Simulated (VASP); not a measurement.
# GaAs (F-43m) in VASP: band structure with PBE

Aim: the band structure of GaAs with PBE.

Everything below comes from runs of VASP 6.6.1. Logs are shortened: lines on timing, memory, paths and dates and some standing lists are left out, and cuts for length are marked.

**The experiment to reproduce.**

From “Evidence of valence band perturbations in GaAsN/GaAs(001): A combined variable-angle spectroscopic ellipsometry and modulated photoreflectance investigation”, 2008, arxiv:0805.2212, for a bulk crystal of GaAs at 300 K: band gap 1.412 ± 0.01 eV (direct).

The runs below are set against these values where they give the same quantity.

### 1 The crystal as given

The structure is cubic, space group F-43m (No. 216). The conventional cell has a = 5.745 Å, b = 5.745 Å, c = 5.745 Å, α = 90.00°, β = 90.00°, γ = 90.00°. Ga (site symmetry -43m) has 4 As at 2.49 Å as nearest neighbours. Around As (site symmetry -43m) lie 4 Ga at 2.49 Å.

### 2 Band structure, PBE

File INCAR:

```
PREC = Accurate
ENCUT = 520
EDIFF = 1E-7
ISMEAR = 0
SIGMA = 0.1
LREAL = F
LASPH = T
NELM = 100
ALGO = Normal
ISIF = 2
LWAVE = F
LCHARG = F
GGA = PE
```

File KPOINTS:

```
regular mesh
0
Gamma
  12 12 12
```

File POSCAR:

```
GaAs
1.0
    0.0000000000      2.8726920000      2.8726920000
    2.8726920000      0.0000000000      2.8726920000
    2.8726920000      2.8726920000      0.0000000000
Ga As
1 1
Direct
    0.0000000000      0.0000000000      0.0000000000
    0.2500000000      0.2500000000      0.2500000000
```

File KPOINTS_OPT:

```
path GXWKGLUWLK,UX
15
line-mode
reciprocal
 0.0000000000  0.0000000000  0.0000000000  G
 0.5000000000  0.0000000000  0.5000000000  X

 0.5000000000  0.0000000000  0.5000000000  X
 0.5000000000  0.2500000000  0.7500000000  W

 0.5000000000  0.2500000000  0.7500000000  W
 0.3750000000  0.3750000000  0.7500000000  K

 0.3750000000  0.3750000000  0.7500000000  K
 0.0000000000  0.0000000000  0.0000000000  G

 0.0000000000  0.0000000000  0.0000000000  G
 0.5000000000  0.5000000000  0.5000000000  L

 0.5000000000  0.5000000000  0.5000000000  L
 0.6250000000  0.2500000000  0.6250000000  U

 0.6250000000  0.2500000000  0.6250000000  U
 0.5000000000  0.2500000000  0.7500000000  W

 0.5000000000  0.2500000000  0.7500000000  W
 0.5000000000  0.5000000000  0.5000000000  L

 0.5000000000  0.5000000000  0.5000000000  L
 0.3750000000  0.3750000000  0.7500000000  K

 0.6250000000  0.2500000000  0.6250000000  U
 0.5000000000  0.0000000000  0.5000000000  X
```

Potentials or basis: VASP PAW PBE potentials, release 64 (Ga_d, As).

Started as:

```
> cat potpaw_PBE.64/Ga_d/POTCAR potpaw_PBE.64/As/POTCAR > POTCAR
> mpirun -np 1 vasp_std > vasp.out
```

OUTCAR:

```text
PREC = Accurate
   ENCUT = 520
   EDIFF = 1E-7
   ISMEAR = 0
   LREAL = F
   LASPH = T
   NELM = 100
   ISIF = 2
   GGA = PE

 ion  position               nearest neighbor table
   1  0.000  0.000  0.000-   2 2.49   2 2.49   2 2.49   2 2.49
   2  0.250  0.250  0.250-   1 2.49   1 2.49   1 2.49   1 2.49

  LATTYP: Found a face centered cubic cell.
 ALAT       =     5.7453840000

  Lattice vectors:

 A1 = (   0.0000000000,   2.8726920000,   2.8726920000)
 A2 = (   2.8726920000,   0.0000000000,   2.8726920000)
 A3 = (   2.8726920000,   2.8726920000,   0.0000000000)

Analysis of symmetry for initial positions (statically):
=====================================================================
 Subroutine PRICEL returns:
 Original cell was already a primitive cell.

 Routine SETGRP: Setting up the symmetry group for a
 face centered cubic supercell.

 Subroutine GETGRP returns: Found 24 space group operations
 (whereof 24 operations were pure point group operations)
 out of a pool of 48 trial point group operations.

The static configuration has the point symmetry T_d .

Analysis of symmetry for dynamics (positions and initial velocities):
=====================================================================
 Subroutine PRICEL returns:
 Original cell was already a primitive cell.

 Routine SETGRP: Setting up the symmetry group for a
 face centered cubic supercell.

 Subroutine GETGRP returns: Found 24 space group operations
 (whereof 24 operations were pure point group operations)
 out of a pool of 48 trial point group operations.

The dynamic configuration has the point symmetry T_d .

 Subroutine INISYM returns: Found 24 space group operations
 (whereof 24 operations are pure point group operations),
 and found     1 'primitive' translations

----------------------------------------------------------------------------------------

                                     Primitive cell

  volume of cell :      47.4130

  direct lattice vectors                    reciprocal lattice vectors
     0.000000000  2.872692000  2.872692000    -0.174052770  0.174052770  0.174052770
     2.872692000  0.000000000  2.872692000     0.174052770 -0.174052770  0.174052770
     2.872692000  2.872692000  0.000000000     0.174052770  0.174052770 -0.174052770

  length of vectors
     4.062599987  4.062599987  4.062599987     0.301468241  0.301468241  0.301468241

  position of ions in fractional coordinates (direct lattice)
     0.000000000  0.000000000  0.000000000
     0.250000000  0.250000000  0.250000000

  ion indices of the primitive-cell ions
   primitive index   ion index
                 1           1
                 2           2

----------------------------------------------------------------------------------------

 KPOINTS: regular mesh

Automatic generation of k-mesh.
 Grid dimensions read from file:
 generate k-points for:   12   12   12

 Generating k-lattice:

  Cartesian coordinates                     Fractional coordinates (reciprocal lattice)
    -0.014504398  0.014504398  0.014504398     0.083333333  0.000000000  0.000000000
     0.014504398 -0.014504398  0.014504398     0.000000000  0.083333333  0.000000000
     0.014504398  0.014504398 -0.014504398     0.000000000  0.000000000  0.083333333

  Length of vectors
     0.025122353  0.025122353  0.025122353

  Shift w.r.t. Gamma in fractional coordinates (k-lattice)
     0.000000000  0.000000000  0.000000000

 Subroutine IBZKPT returns following result:
 ===========================================

 Found     72 irreducible k-points:

 Following reciprocal coordinates:
            Coordinates               Weight
  0.000000  0.000000  0.000000      1.000000
  0.083333  0.000000  0.000000      8.000000
  0.166667  0.000000  0.000000      8.000000
  0.250000  0.000000  0.000000      8.000000
  0.333333  0.000000  0.000000      8.000000
  0.416667  0.000000  0.000000      8.000000
[... 16 lines left out ...]
  0.500000  0.166667  0.000000     24.000000
 -0.416667  0.166667  0.000000     24.000000
 [... further k-points ...]
   k-points           NKPTS =     72   k-points in BZ     NKDIM =     72   number of bands    NBANDS=     13
   number of dos      NEDOS =    301   number of ions     NIONS =      2
   total plane-waves  NPLWV =  27000
   dimension x,y,z NGX =    30 NGY =   30 NGZ =   30
   dimension x,y,z NGXF=    60 NGYF=   60 NGZF=   60
   ions per type =               1   1
   NGX,Y,Z   is equivalent  to a cutoff of  12.28, 12.28, 12.28 a.u.
   NGXF,Y,Z  is equivalent  to a cutoff of  24.55, 24.55, 24.55 a.u.
 SYSTEM =  unknown system
   PREC   = accura    normal or accurate (medium, high low for compatibility)
   ISTART =      0    job   : 0-new  1-cont  2-samecut
   ICHARG =      2    charge: 1-file 2-atom 10-const
   ISPIN  =      1    spin polarized calculation?
   LNONCOLLINEAR =      F non collinear calculations
   LSORBIT =      F    spin-orbit coupling
   LASPH  =      T    aspherical Exc in radial PAW
   ENCUT  =  520.0 eV  38.22 Ry    6.18 a.u.   7.55  7.55  7.55*2*pi/ulx,y,z
   NELM   =    100;   NELMIN=  2; NELMDL= -5     # of ELM steps
   EDIFF  = 0.1E-06   stopping-criterion for ELM
   LREAL  =      F    real-space projection
   EDIFFG = 0.1E-05   stopping-criterion for IOM
   NSW    =      0    number of steps for IOM
   IBRION =     -1    ionic relax: 0-MD 1-quasi-New 2-CG
   NFREE  =      0    steps in history (QN), initial steepest desc. (CG)
   ISIF   =      2    stress and relaxation
   ISYM   =      2    0-nonsym 1-usesym 2-fastsym
   POTIM  = 0.5000    time-step for ionic-motion
   TEBEG  =    0.0;   TEEND  =   0.0 temperature during run
   PSTRESS=    0.0 pullay stress
   NELECT =      18.0000    total number of electrons
   NUPDOWN=      -1.0000    fix difference up-down
   EMIN   =  10.00;   EMAX   =-10.00  energy-range for DOS
   EFERMI =   0.00;   METHOD = LEGACY
   ISMEAR =     0;   SIGMA  =   0.10  broadening in eV -4-tet -1-fermi 0-gaus
   EFERMI_NEDOS =   21; number of points for ismear=-14 and -15
   IALGO  =     38    algorithm
   IMIX   =      4    mixing-type and parameters
     AMIX     =   0.40;   BMIX     =  1.00
     AMIX_MAG =   1.60;   BMIX_MAG =  1.00
  volume/ion in A,a.u.               =      23.71       159.98
  Fermi-wavevector in a.u.,A,eV,Ry     =   1.185405  2.240090 19.118689  1.405184
  Thomas-Fermi vector in A             =   2.321599
   LORBIT       =      0    0 simple, 1 ext, 2 COOP (PROOUT), +10 PAW based schemes
   GGA     = PE    functional components
   LHFCALC =     F    Hartree Fock is set to
   AEXX    =    0.0000 exact exchange contribution
   IVDW    =     0    specifies the selected vdW correction
   LEPSILON=     F    determine dielectric tensor
   LRPA    =     F    only Hartree local field effects (RPA)
 non-spin polarized calculation
 Gauss-broadening in eV      SIGMA  =   0.10
  energy-cutoff  :      520.00
  volume of cell :       47.41
 maximum number of plane-waves:      1303
   NGX = 15   NGY = 15   NGZ = 15

 number of electron      17.9999987 magnetization

 Free energy of the ion-electron system (eV)
  ---------------------------------------------------
  ext. energy  EPLUGINS =         0.00000000
  ---------------------------------------------------
  free energy    TOTEN  =        -8.27629044 eV

  energy without entropy =       -8.27622730  energy(sigma->0) =       -8.27625887

 E-fermi :   3.5978     XC(G=0):  -9.3729

 val. band max:        3.4890901152   @ k =   0.0000   0.0000   0.0000
 cond. band min:       3.6525483468   @ k =   0.0000   0.0000   0.0000
 fundamental gap:      0.1634582316
 Fermi energy:         3.5977548872

 k-point     1 :       0.0000    0.0000    0.0000
  band No.  band energies     occupation
      1     -11.2364      2.00000
      2     -11.2364      2.00000
      3     -11.2364      2.00000
      4     -11.1683      2.00000
      5     -11.1683      2.00000
      6      -8.9005      2.00000
      7       3.4891      1.87565
      8       3.4891      1.87565
      9       3.4891      1.87565
     10       3.6525      0.43840
     11       7.2053      0.00000
     12       7.2053      0.00000
     13       7.2053      0.00000

 k-point     2 :       0.0833    0.0000    0.0000
  band No.  band energies     occupation
      1     -11.2413      2.00000
      2     -11.2350      2.00000
      3     -11.2350      2.00000
      4     -11.1684      2.00000
      5     -11.1684      2.00000
      6      -8.8244      2.00000
      7       2.2081      2.00000
      8       3.3843      1.99746
      9       3.3843      1.99746
     10       4.6005      0.00000
     11       7.3324      0.00000
     12       7.3634      0.00000
     13       7.3634      0.00000

 k-point     3 :       0.1667    0.0000    0.0000
  band No.  band energies     occupation
      1     -11.2542      2.00000
      2     -11.2314      2.00000
      3     -11.2314      2.00000
      4     -11.1684      2.00000
      5     -11.1684      2.00000
      6      -8.6026      2.00000
      7       0.7874      2.00000
      8       3.1358      2.00000
      9       3.1358      2.00000
     10       4.9263      0.00000
     11       7.7214      0.00000
     12       7.7214      0.00000
     13       8.0250      0.00000
[... 305 lines left out ...]
 k-point    23 :       0.5000    0.1667    0.0000
  band No.  band energies     occupation
      1     -11.3055      2.00000
      2     -11.2164      2.00000
      3     -11.2131      2.00000
      4     -11.1713      2.00000
      5     -11.1638      2.00000
      6      -7.1573      2.00000
      7      -2.6809      2.00000
      8       0.9919      2.00000
      9       1.9545      2.00000
     10       5.7127      0.00000
     11       7.8855      0.00000
     12       9.1836      0.00000
     13      10.3892      0.00000

 k-point    24 :      -0.4167    0.1667    0.0000
  band No.  band energies     occupation
      1     -11.3055      2.00000
      2     -11.2166      2.00000
      3     -11.2138      2.00000
      4     -11.1688      2.00000
      5     -11.1659      2.00000
      6      -7.1067      2.00000
      7      -2.7672      2.00000
      8       0.8165      2.00000
      9       2.1078      2.00000
     10       5.7247      0.00000
     11       8.0007      0.00000
     12       8.9643      0.00000
     13      11.2180      0.00000

 [... further k-points ...]
[... 5 lines left out ...]
  --------------------------------------------------------------------------------------
  -------------------------------------------------------------------------------------
  Total        0.0532378      0.0532378      0.0532378     -0.0000000      0.0000000     -0.0000000
  in kB        1.7990095      1.7990095      1.7990095     -0.0000000      0.0000000     -0.0000000
  external PRESSURE =       1.7990095 kB  Pullay stress =       0.0000000 kB

 VOLUME and BASIS-vectors are now :
 -----------------------------------------------------------------------------
  energy-cutoff  :      520.00
  volume of cell :       47.41
      direct lattice vectors                 reciprocal lattice vectors
     0.000000000  2.872692000  2.872692000    -0.174052770  0.174052770  0.174052770
     2.872692000  0.000000000  2.872692000     0.174052770 -0.174052770  0.174052770
     2.872692000  2.872692000  0.000000000     0.174052770  0.174052770 -0.174052770

 POSITION                                       TOTAL-FORCE (eV/Angst)
 -----------------------------------------------------------------------------------
      0.00000      0.00000      0.00000        -0.000000     -0.000000     -0.000000
      1.43635      1.43635      1.43635         0.000000      0.000000      0.000000
 -----------------------------------------------------------------------------------
    total drift:                                0.000002      0.000002      0.000002

  FREE ENERGIE OF THE ION-ELECTRON SYSTEM (eV)
  ---------------------------------------------------
  free  energy   TOTEN  =        -8.2762904445 eV

  energy  without entropy=       -8.2762273049  energy(sigma->0) =       -8.27625887
```

It took 46 s on 1 thread of AMD EPYC 9R45 (Zen 5), shared host; peak memory 0.2 GiB.

What came out:

```yaml
Free_energy: -8.2763 eV
Pressure: 0.2 GPa
Band_gap_on_the_k_mesh: 0.16 eV, direct
Band_gap_along_the_path: 0.16 eV, direct
```

Levels at the corners of the path, in eV from the valence-band top:
```tsv
point	band 6	band 7	band 8	band 9	band 10	band 11	band 12	band 13
Γ	-12.39	0.00	0.00	0.00	0.16	3.72	3.72	3.72
X	-10.09	-6.60	-2.51	-2.51	1.55	1.68	9.79	9.79
X	-10.09	-6.60	-2.51	-2.51	1.55	1.68	9.79	9.79
W	-10.05	-6.43	-3.31	-3.12	4.39	4.69	5.26	6.01
W	-10.05	-6.43	-3.31	-3.12	4.39	4.69	5.26	6.01
K	-10.13	-6.43	-3.61	-2.12	1.98	4.53	7.69	7.84
K	-10.13	-6.43	-3.61	-2.12	1.98	4.53	7.69	7.84
Γ	-12.39	0.00	0.00	0.00	0.16	3.72	3.72	3.72
Γ	-12.39	0.00	0.00	0.00	0.16	3.72	3.72	3.72
L	-10.77	-6.38	-1.07	-1.07	0.87	4.62	4.62	7.70
L	-10.77	-6.38	-1.07	-1.07	0.87	4.62	4.62	7.70
U	-10.13	-6.43	-3.61	-2.12	1.98	4.53	7.69	7.84
U	-10.13	-6.43	-3.61	-2.12	1.98	4.53	7.69	7.84
W	-10.05	-6.43	-3.31	-3.12	4.39	4.69	5.26	6.01
W	-10.05	-6.43	-3.31	-3.12	4.39	4.69	5.26	6.01
L	-10.77	-6.38	-1.07	-1.07	0.87	4.62	4.62	7.70
L	-10.77	-6.38	-1.07	-1.07	0.87	4.62	4.62	7.70
K	-10.13	-6.43	-3.61	-2.12	1.98	4.53	7.69	7.84
U	-10.13	-6.43	-3.61	-2.12	1.98	4.53	7.69	7.84
X	-10.09	-6.60	-2.51	-2.51	1.55	1.68	9.79	9.79
```

### 3 How close it comes

Step 2. Measured gap of GaAs: 1.412 eV (direct; 300 K; “Evidence of valence band perturbations in GaAsN/GaAs(001): A combined variable-angle spectroscopic ellipsometry and modulated photoreflectance investigation”, 2008, arxiv:0805.2212). This calculation gives 0.16 eV (-1.25 eV). So large a miss can be the level of theory's own, or it may mean another phase, state or a wrong row. 3 values of this kind are on record (1.412 to 1.51 eV); this one was drawn at random among those near their median, those with a stated uncertainty first. Spin-orbit coupling on As, Ga is left out. The value is that of PBE, without temperature or zero-point motion. Semilocal functionals fall short of measured gaps as a rule.
